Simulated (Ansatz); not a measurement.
Geometry optimisation, DFT PBE, scalar-relativistic, plane waves, PAW in Ansatz 0.2.0.

The input (input.yaml):

```yaml
crystal:
  lattice:
    - [-2.49865, 4.327789, 5.4572]
    - [4.9973, 0.0, 5.4572]
    - [4.9973, 8.655578, 0.0]
  atoms:
    - { symbol: Si, position: [0.74999999, 0.25000001, 0.12499998] }
    - { symbol: Si, position: [0.16666666, 0.16666667, 0.16666666] }
    - { symbol: Si, position: [0.5833333, 0.08333337, 0.95833328] }
    - { symbol: O, position: [0.97950832, 0.18715835, 0.11407081] }
    - { symbol: O, position: [0.35382499, 0.14617501, 0.03073749] }
    - { symbol: O, position: [0.12431666, 0.70901667, 0.04166666] }
    - { symbol: O, position: [0.18715832, 0.97950834, 0.30259582] }
    - { symbol: O, position: [0.14617499, 0.35382501, 0.21926249] }
    - { symbol: O, position: [0.70901666, 0.12431668, 0.04166665] }
    - { symbol: Si, position: [0.74999997, 0.25000003, 0.62499996] }
    - { symbol: Si, position: [0.16666665, 0.16666669, 0.66666663] }
    - { symbol: Si, position: [0.58333331, 0.08333335, 0.4583333] }
    - { symbol: O, position: [0.9795083, 0.18715837, 0.61407079] }
    - { symbol: O, position: [0.35382498, 0.14617502, 0.53073747] }
    - { symbol: O, position: [0.12431665, 0.70901668, 0.54166664] }
    - { symbol: O, position: [0.18715831, 0.97950836, 0.80259579] }
    - { symbol: O, position: [0.14617498, 0.35382502, 0.71926247] }
    - { symbol: O, position: [0.70901664, 0.12431669, 0.54166663] }
    - { symbol: Si, position: [0.24999999, 0.75000001, 0.37499998] }
    - { symbol: Si, position: [0.66666665, 0.66666669, 0.41666663] }
    - { symbol: Si, position: [0.08333333, 0.58333334, 0.20833332] }
    - { symbol: O, position: [0.47950832, 0.68715835, 0.36407081] }
    - { symbol: O, position: [0.85382498, 0.64617502, 0.28073747] }
    - { symbol: O, position: [0.62431665, 0.20901668, 0.29166664] }
    - { symbol: O, position: [0.68715831, 0.47950836, 0.55259579] }
    - { symbol: O, position: [0.64617498, 0.85382502, 0.46926247] }
    - { symbol: O, position: [0.20901666, 0.62431668, 0.29166665] }
    - { symbol: Si, position: [0.24999997, 0.75000003, 0.87499996] }
    - { symbol: Si, position: [0.66666663, 0.6666667, 0.91666661] }
    - { symbol: Si, position: [0.08333331, 0.58333335, 0.7083333] }
    - { symbol: O, position: [0.4795083, 0.68715837, 0.86407079] }
    - { symbol: O, position: [0.85382497, 0.64617503, 0.78073745] }
    - { symbol: O, position: [0.62431663, 0.2090167, 0.79166662] }
    - { symbol: O, position: [0.68715832, 0.47950834, 0.05259582] }
    - { symbol: O, position: [0.64617496, 0.85382504, 0.96926244] }
    - { symbol: O, position: [0.20901664, 0.62431669, 0.79166663] }
    - { symbol: O, position: [0.38318923, 0.50524769, 0.07411324], spin: 1.0 }
magnetization:
  spin_polarized: true
basis:
  ecutwfc: 420.0
kpoints:
  mp_grid: { grid: [2, 2, 2] }
hamiltonian:
  xc: pbe
  pseudopotentials: { kind: paw, azcp: { folder: soft_1 } }
scf:
  occupations: { method: fermi_dirac, width: 0.05 }
  lower_state_search: "off"
relax:
  f_tol: 0.03
  max_steps: 60
  adjacent_minimum: "off"
```

Launched with:

```bash
$ ansatz run input.yaml --threads 4 --pin off --max-ram 10240MiB --backend cpu --events-out ev --progress --plain --runs-dir out
```

Q: Where does it end, and by what steps?

A: The forces met the threshold. Limits of this set-up: a small cell, in which the defect meets its images, a typed lattice constant that wasn't relaxed here. After 18 steps the energy has fallen by 2.106 eV; O37 moved furthest, 0.79 Å.

| step | energy less start (eV) | largest force component (eV/Å) | accepted |
| --- | --- | --- | --- |
| 0 | 0.0000 | 2.018 | yes |
| 1 | -0.4626 | 1.199 | yes |
| 2 | -0.9118 | 0.589 | yes |
| 3 | -1.1577 | 0.366 | yes |
| 4 | -1.2972 | 0.341 | yes |
| 5 | -1.4600 | 0.766 | yes |
| 6 | -1.5575 | 1.020 | yes |
| 7 | -1.7840 | 0.266 | yes |
| 8 | -1.8691 | 0.433 | yes |
| 9 | -1.9395 | 0.904 | yes |
| 10 | -2.0041 | 0.297 | yes |
| 11 | -2.0152 | 0.285 | yes |
| 12 | -2.0451 | 0.359 | yes |
| 13 | -2.0871 | 0.121 | yes |
| 14 | -2.0791 | 0.327 | no |
| 15 | -2.1006 | 0.058 | yes |
| 16 | -2.1006 | 0.110 | yes |
| 17 | -2.1053 | 0.057 | yes |
| 18 | -2.1062 | 0.028 | yes |

```xyz
37
Lattice="-2.4987 4.3278 5.4572 4.9973 0.0000 5.4572 4.9973 8.6556 0.0000" Properties=species:S:1:pos:R:3
Si -0.185 4.204 5.479
Si 1.235 2.183 1.768
Si 3.730 10.607 3.629
O -1.140 5.353 6.106
O 0.144 1.725 2.867
O 3.646 1.215 4.944
O 5.848 3.590 6.535
O 2.716 2.378 2.454
O -1.134 3.099 4.769
Si 2.322 8.528 5.442
Si 3.770 6.504 1.861
Si 1.198 6.298 3.632
O 1.467 9.659 6.221
O 2.640 6.056 2.935
O 6.020 5.746 5.015
O 8.306 7.847 6.533
O 5.147 6.811 2.663
O 1.277 7.509 4.717
Si 5.059 4.517 5.461
Si 3.642 6.363 7.270
Si 3.831 2.336 3.716
O 3.749 5.147 6.184
O 2.537 5.887 8.340
O 0.797 4.913 4.390
O 3.253 7.742 6.505
O 5.086 6.650 7.966
O 4.654 3.704 4.123
Si 7.524 8.804 5.493
Si 6.187 10.775 7.324
Si 6.377 6.614 3.699
O 6.314 9.575 6.240
O 5.123 10.212 8.415
O 3.284 9.203 4.312
O 0.658 3.511 6.680
O 7.621 11.094 8.005
O 6.880 8.071 4.205
O 2.282 2.918 4.495
```

Whether the end is a true minimum wasn't checked by a vibrational analysis.

The run took 5.6 min on 4 threads of Intel(R) Xeon(R) Platinum 8259CL CPU @ 2.50GHz (Skylake/Cascade Lake) (shared host), peak memory 2 GiB.
